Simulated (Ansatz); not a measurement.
RbBr built on the NiAs prototype at its r2SCAN geometry, run in Ansatz at 2 levels of theory. The calculation is non-magnetic, and the structure need not be a phase that has been made.

The PBE+SOC input:
```yaml
crystal:
  lattice:
    - [4.7710910955, 0.0, 0.0]
    - [-2.3855455477, 4.1318860925, 0.0]
    - [0.0, 0.0, 8.4101528072]
  atoms:
    - { symbol: Rb, position: [0.0, 0.0, 0.0] }
    - { symbol: Rb, position: [0.0, 0.0, 0.5] }
    - { symbol: Br, position: [0.3333333333, 0.6666666667, 0.25] }
    - { symbol: Br, position: [0.6666666667, 0.3333333333, 0.75] }
kpoints:
  mp_grid: { grid: [6, 6, 4] }
  band_path:
    path:
      - [0.0, 0.0, 0.0]
      - [0.5, 0.0, 0.0]
      - [0.3333333333, 0.3333333333, 0.0]
      - [0.0, 0.0, 0.5]
      - [0.5, 0.0, 0.5]
      - [0.3333333333, 0.3333333333, 0.5]
    npoints: 1
hamiltonian:
  xc: pbe
scf:
  occupations: { method: fixed }
  n_extra_bands: 10
magnetization:
  noncollinear: true
  spin_orbit: true
output:
  forces: true
  stress: true
  eigenvalues: true
  write_density: true
  write_potential: true
  elf: true
  volumetric_format: npy
```

Main results, then, where recorded, the levels near the gap in eV from the Fermi energy (columns number the bands from 0), one row a point of the path (Γ, M, K, A, L, H):
```
Crystal: 4 atoms, lattice volume = 165.794 Å³
Symmetry: 24 space group operations + 24 with time reversal
Magnetic group: BNS 194.264 (UNI 1494)
```
```
Basis set: ecut = 420 eV, 3167 PW (Γ)
k-points: 21 of 144
SCF converged after 8 iterations
Free energy (F): -12109.773183 eV
Fermi energy:    1.247297 eV
--- Stress (GPa, compression-positive) ---
        0.544254       0.000000       0.000000
        0.000000       0.544254       0.000000
        0.000000       0.000000       0.580975
  P = ⅓ Tr σ = 0.5565 GPa (5.565 kbar)
```
```tsv
band_22	band_23	band_24	band_25	band_26	band_27	band_28	band_29	band_30	band_31	band_32	band_33	band_34	band_35	band_36	band_37
-0.545	-0.545	-0.532	-0.532	-0.286	-0.286	-0.079	-0.079	0.000	0.000	4.074	4.074	6.140	6.140	6.514	6.514
-0.788	-0.788	-0.694	-0.694	-0.430	-0.430	-0.422	-0.422	-0.218	-0.218	5.682	5.682	6.569	6.569	6.782	6.782
-0.967	-0.967	-0.612	-0.612	-0.548	-0.548	-0.460	-0.460	-0.316	-0.316	6.615	6.615	6.639	6.639	7.074	7.074
-0.888	-0.888	-0.363	-0.363	-0.363	-0.363	-0.148	-0.148	-0.148	-0.148	5.242	5.242	5.242	5.242	6.811	6.811
-1.008	-1.008	-0.552	-0.552	-0.552	-0.552	-0.305	-0.305	-0.305	-0.305	6.281	6.281	6.281	6.281	6.673	6.673
-0.898	-0.898	-0.611	-0.611	-0.504	-0.504	-0.464	-0.464	-0.462	-0.462	6.932	6.932	6.978	6.978	7.201	7.201
```

With PBE+SOC the gap is 4.07 eV and direct, at Γ.

r2SCAN. Against the first input these blocks differ (the band path and keys that only write files left aside):
```yaml
hamiltonian:
  xc: r2scan
scf:
  occupations: { method: fixed }
  n_extra_bands: 5
```
(magnetization left out)

```
Basis set: ecut = 500 eV, 4213 PW (Γ)
k-points: 21 of 144
SCF converged after 6 iterations
Free energy (F): -12149.566482 eV
Fermi energy:    0.687142 eV
--- Stress (GPa, compression-positive) ---
        0.033009       0.000000       0.000000
        0.000000       0.033009       0.000000
        0.000000       0.000000       0.017389
  P = ⅓ Tr σ = 0.0278 GPa (0.278 kbar)
```
```tsv
band_11	band_12	band_13	band_14	band_15	band_16	band_17	band_18
-0.265	-0.265	-0.130	0.000	0.000	4.842	6.854	7.191
-0.515	-0.471	-0.336	-0.326	-0.154	6.345	7.322	7.448
-0.579	-0.579	-0.400	-0.400	-0.225	7.289	7.289	7.886
-0.605	-0.136	-0.136	-0.136	-0.136	6.001	6.001	7.518
-0.747	-0.368	-0.368	-0.244	-0.244	6.947	6.947	7.457
-0.577	-0.467	-0.467	-0.402	-0.402	7.632	7.632	7.893
```

The r2SCAN gap is direct at Γ: 4.84 eV. The mean stress is close to zero (0.03 GPa).

Totals of different functionals, or with and without spin-orbit coupling, can't be compared.

Only the levels marked +SOC include spin-orbit coupling.
